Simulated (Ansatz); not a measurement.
# CdTe: Born charges and dielectric tensor with r2SCAN

**The experiment to reproduce.**

From a printed reference work, data compilation, for a bulk crystal of CdTe at 0 K: band gap 1.607 eV.

CdTe:

```
Te Cd
1.0
     0.00000    3.20500    3.20500
     3.20500    0.00000    3.20500
     3.20500    3.20500    0.00000
Te Cd
1 1
Direct
  0.75000 0.75000 0.75000
  0.00000 0.00000 0.00000
```

```yaml
Program: Ansatz 0.2.0
Task: Born charges and dielectric tensor
Functional: r2SCAN
Potentials_or_basis: Ansatz PAW
Cutoff: "500 eV (not typed: the program's choice for these potentials)"
k_mesh: 7 × 7 × 7
Occupations: fixed
Spin: no spin polarisation
```

```json
{"Band gap on the k mesh": "1.39 eV, direct", "Electronic dielectric tensor (diagonal)": "7.40", "Born charges (mean of the diagonal)": "Te -2.13; Cd +2.13 e"}
```

Levels at points of the mesh, in eV from the valence-band top:
| k point | band 15 | band 16 | band 17 | band 18 | band 19 | band 20 | band 21 | band 22 |
| --- | --- | --- | --- | --- | --- | --- | --- | --- |
| (0.00, 0.00, 0.00) | -8.40 | 0.00 | 0.00 | 0.00 | 1.39 | 5.03 | 5.03 | 5.03 |

Electronic dielectric tensor:
```
7.40 0.00 0.00
0.00 7.40 0.00
0.00 0.00 7.40
```

Born effective charge tensors (e):
atom 1, Te
```
-2.13  0.00  0.00
 0.00 -2.13  0.00
 0.00  0.00 -2.13
```
atom 2, Cd
```
2.13 0.00 0.00
0.00 2.13 0.00
0.00 0.00 2.13
```

It took 2.6 min on 2 threads of Arm Neoverse V1 (shared host), peak memory 1.3 GiB.

Against the measured gap of CdTe, 1.607 eV (0 K; a printed reference work, data compilation), the calculated 1.39 eV is off by -0.22 eV. Spin-orbit coupling on Cd, Te is left out. The value is that of r2SCAN, without temperature or zero-point motion.

Caveat: odd divisions of the mesh miss points on the zone boundary, where band edges often lie, so the gap on the mesh can be too wide; spin-orbit coupling is left out, which moves the levels of the heavy elements.
